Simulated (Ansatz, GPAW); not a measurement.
# Ballistic transport through a C6 chain between two Ru chains, from relaxation to T(E), part 4 of 4

Aim: the conductance of a C6 chain between two Ru chains after relaxation, and whether geometry, basis or functional moves it most.

GPAW 26.7.0 and Ansatz 0.2.0; Ansatz plane waves; relaxation of the junction with the lead ends held (the session's first sound run).

So far, transmission at the Fermi level (one spin): step 3 (plane-wave reference (PBE)) 1.50; step 5 (single-zeta polarised basis, PBE, GPAW) 1.44; step 6 (GPAW, sz: basis = "sz(dzp)", PBE, GPAW) 1.37; step 7 (RPBE in the dzp basis: xc = "RPBE") 1.55; step 8 (the structure as built: geometry = "as built", PBE, GPAW) 1.81.

### Step 11. Smearing 0.05: width = 0.05

Smearing helps the SCF of a metal converge, but it blurs occupations at band edges near the Fermi level.

This step: GPAW LCAO, PAW setups; Landauer transmission from Green's functions with principal layers (ASE), zero bias (GPAW 26.7.0).

Contents of run.py:

```python
import json
import numpy as np
from ase import Atoms
from ase.transport.calculators import TransportCalculator
from gpaw import GPAW, FermiDirac
from gpaw.lcao.tools import get_lcao_hamiltonian
from scipy.linalg import eigh

# The junction with lead layers at both ends, along the third cell vector
device = Atoms(
    ['Ru', 'Ru', 'Ru', 'Ru', 'Ru', 'Ru', 'Ru', 'Ru', 'C', 'C', 'C', 'C', 'C', 'C', 'Ru', 'Ru', 'Ru', 'Ru', 'Ru', 'Ru', 'Ru', 'Ru'],
    positions=[
        [4.50000, 4.50000, 1.12500],
        [4.50000, 4.50000, 3.37500],
        [4.50000, 4.50000, 5.62500],
        [4.50000, 4.50000, 7.87500],
        [4.50000, 4.50000, 10.12500],
        [4.50000, 4.50000, 12.37500],
        [4.57078, 3.73424, 14.54543],
        [4.50519, 4.62211, 16.52921],
        [4.54979, 4.23834, 18.52241],
        [4.55993, 4.18336, 19.80825],
        [4.56637, 4.17389, 21.15418],
        [4.56917, 4.17492, 22.43083],
        [4.57226, 4.18762, 23.77687],
        [4.56025, 4.24080, 25.06270],
        [4.43823, 4.60574, 27.05790],
        [4.76451, 3.77642, 29.04129],
        [4.50000, 4.50000, 31.21200],
        [4.50000, 4.50000, 33.46200],
        [4.50000, 4.50000, 35.71200],
        [4.50000, 4.50000, 37.96200],
        [4.50000, 4.50000, 40.21200],
        [4.50000, 4.50000, 42.46200]],
    cell=[[9.0, 0.0, 0.0], [0.0, 9.0, 0.0], [0.0, 0.0, 43.587]],
    pbc=True)

# One principal layer of the lead: the first 5 atoms of the device
lead = Atoms(
    ['Ru', 'Ru', 'Ru', 'Ru', 'Ru'],
    positions=[
        [4.50000, 4.50000, 1.12500],
        [4.50000, 4.50000, 3.37500],
        [4.50000, 4.50000, 5.62500],
        [4.50000, 4.50000, 7.87500],
        [4.50000, 4.50000, 10.12500]],
    cell=[[9.0, 0.0, 0.0], [0.0, 9.0, 0.0], [0.0, 0.0, 11.25]],
    pbc=True)

settings = dict(mode='lcao', basis='dzp', xc='PBE', h=0.2,
                occupations=FermiDirac(0.05), maxiter=250,
                mixer=dict(beta=0.1, nmaxold=8, weight=100.0),
                convergence=dict(density=0.0001))
energies = np.arange(-2, 2 + 1e-9, 0.025)
eta = 0.0001
n1, n2 = 1, 1
# k and -k transmit alike, so half of the mesh across the current serves
mesh = [(i, j) for i in range(n1) for j in range(n2) if (i, j) <= (-i % n1, -j % n2)]
weights = np.array([1 if (i, j) == (-i % n1, -j % n2) else 2 for i, j in mesh]) / (n1 * n2)

# [... helper functions left out ...]
fermi_lead = ground_state(lead, (1, 1, 10), 'lead.txt')
fermi_device = ground_state(device, (1, 1, 2), 'device.txt')
# [... loop over the mesh left out, but for ...]
        # Shift the lead onto the potential of the device's first layer
        shift = ((H[:, 0, 0] - H0[:, 0, 0]) / S0[0, 0]).real.mean()
# [...]
kT = 8.617333e-5 * 300
bias = [0.1, 0.2, 0.5, 1.0, 1.5, 2.0]
# [... integrals and printing left out ...]
```

The run is started by

```console
> OMP_NUM_THREADS=1 OPENBLAS_NUM_THREADS=1 python run.py
```

Log:

```text
basis functions: device 542, principal layer 145
Fermi level: lead -3.4245 eV, device -3.6051 eV; lead shifted by 0.0066 eV
largest coupling past the next layer 2.00e-05 eV, largest misfit of the first layer 0.078 eV
  E-E_F (eV)   T (one spin)  [channel counts left out]
    -2.000    1.5427e-01
    -1.975    1.5982e-01
    -1.950    1.6646e-01
    -1.925    1.7426e-01
    -1.900    1.8334e-01
    -1.875    1.9382e-01
    -1.850    2.0584e-01
    -1.825    2.1958e-01
    -1.800    2.3525e-01
    -1.775    2.5309e-01
    -1.750    2.7340e-01
    -1.725    2.9653e-01
    -1.700    3.2295e-01
    -1.675    3.5321e-01
    -1.650    3.8807e-01
    -1.625    4.2852e-01
[...]
1.825    7.6185e-02
     1.850    7.6032e-02
     1.875    7.5954e-02
     1.900    7.5865e-02
     1.925    7.5644e-02
     1.950    7.5127e-02
     1.975    7.4084e-02
     2.000    7.2205e-02
conductance at 300 K: 1.5813 G0 a cell; thermopower 9.151 uV/K
current from the zero-bias T(E) at 0.1 V: 12.196 uA
current from the zero-bias T(E) at 0.2 V: 24.064 uA
current from the zero-bias T(E) at 0.5 V: 55.753 uA
current from the zero-bias T(E) at 1.0 V: 102.99 uA
current from the zero-bias T(E) at 1.5 V: 142.98 uA
current from the zero-bias T(E) at 2.0 V: 174.75 uA
```

The job ended after 11 min (1 thread of Intel Xeon Platinum 8375C at 2.90GHz (Ice Lake), shared host; peak memory 1.6 GiB).

This step gave:

- conductance: 1.581 G₀
- largest misfit of the first principal layer: 0.07832 eV
- shift that aligns the lead: 0.006578 eV
- transmission at the Fermi level (one spin): 1.602

One spin. Transmission, zone mean against energy, zero at the Fermi level:

```tsv
energy (eV)	transmission, zone mean
-2.000	0.154
-1.800	0.235
-1.600	0.476
-1.400	1.47
-1.200	1.74
-1.150	1.76
-1.000	1.41
-0.800	1.02
-0.600	0.892
-0.400	1.08
-0.200	1.80
0.000	1.60
0.200	0.753
0.400	1.31
0.500	1.47
0.600	1.27
0.800	0.608
1.000	0.302
1.200	0.170
1.400	0.110
1.600	0.0845
1.800	0.0765
2.000	0.0722
```

Not self-consistent under bias; the bias window is split evenly. Current through one cell, from the zero-bias transmission against bias:

```tsv
bias (V)	current through one cell, from the zero-bias transmission (μA)
0.100	12.2
0.200	24.1
0.500	55.8
1.000	103
1.500	143
2.000	175
```

Transmission of the three most open eigenchannels against energy, zero at the Fermi level:

```tsv
energy (eV)	channel 1	channel 2	channel 3
-2.000	0.116	0.0378	1.9e-4
-1.900	0.141	0.0419	1.9e-4
-1.800	0.182	0.0530	1.8e-4
-1.700	0.245	0.0781	1.6e-4
-1.600	0.336	0.140	1.2e-4
-1.500	0.460	0.328	8.3e-5
-1.400	0.851	0.623	4.3e-5
-1.300	0.861	0.811	1.3e-5
-1.200	0.969	0.771	9.5e-6
-1.100	0.937	0.764	1.2e-5
-1.000	0.783	0.625	1.2e-5
-0.900	0.809	0.355	1.1e-5
-0.800	0.798	0.222	8.5e-6
-0.700	0.761	0.164	6.3e-6
-0.600	0.742	0.150	4.7e-6
-0.500	0.741	0.185	3.5e-6
-0.400	0.757	0.322	2.8e-6
-0.300	0.790	0.690	2.5e-6
-0.200	0.992	0.804	3.1e-6
-0.100	0.961	0.760	5.9e-6
0.000	0.990	0.612	1.1e-5
0.100	0.911	0.396	1.3e-5
0.200	0.555	0.197	6.5e-6
0.300	0.860	0.175	2.6e-5
0.400	0.964	0.349	4.7e-5
0.500	0.908	0.564	4.0e-5
0.600	0.671	0.601	2.8e-5
0.700	0.510	0.389	1.9e-5
0.800	0.389	0.219	1.3e-5
0.900	0.286	0.135	9.4e-6
1.000	0.209	0.0930	6.8e-6
1.100	0.153	0.0702	5.0e-6
1.200	0.113	0.0572	3.7e-6
1.300	0.0844	0.0496	2.7e-6
1.400	0.0640	0.0456	2.0e-6
1.500	0.0496	0.0441	1.3e-6
1.600	0.0449	0.0396	6.1e-7
1.700	0.0477	0.0319	5.0e-8
1.800	0.0523	0.0242	2.0e-9
1.900	0.0570	0.0189	1.8e-11
2.000	0.0555	0.0167	5.3e-8
```

The conductance, 1.58 G₀, lies 2.8 % above that of the dzp run.

### Step 12. Summary of results

```
conductance                                        : 1.54 G₀
transmission at the Fermi level, mean of the spins : 1.56
thermopower                                        : 10.8 μV/K
```

In the dzp basis the junction conducts 1.54 G₀ at 300 K, with T = 1.56 a spin at the Fermi level; the szp basis reaches that conductance within 10 %. Relaxation moved atoms by up to 0.77 Å and took the conductance from 1.81 to 1.54 G₀, as a ratio about as much as the step from dzp to the minimal basis. Plane waves (PBE) give T = 1.50 there. At the Fermi level two eigenchannels carry the current (1.00 and 0.56). The positive thermopower says that the thermally weighted transmission is larger below the Fermi level, as for hole-like transport. Measured against the first run (pw-pbe), the nearest curve is that of dzp-RPBE (r.m.s. 0.084) and the farthest that of asbuilt (0.84). Over the compared runs wall time goes from 261 s (pw-pbe) to 582 s (dzp-RPBE), on a shared host; the plane-wave run used 4 threads and the orbital runs 1. The leads kept an estimated spacing and the cell its length, so the junction may be under some tension or compression. The run had no spin polarisation, so a magnetic state, which chains and small molecules with open shells often have, wasn't tested. An evenly spaced straight chain is an idealisation: free chains tend to dimerise, zigzag or, where a band edge lies near the Fermi level, turn magnetic. The currents use the zero-bias T(E) throughout, which holds only while the bias is small against the distance to the nearest feature.

[Logs are printed without paths, hosts, clocks, repeated set-up lines and the standing remarks that a program may print on its own settings, such as how far it seeks lower states.]

[Hosts, paths, dates, database ids (printed as entryN), source tags and the programs' standing remarks are cut or masked in the printed files.]
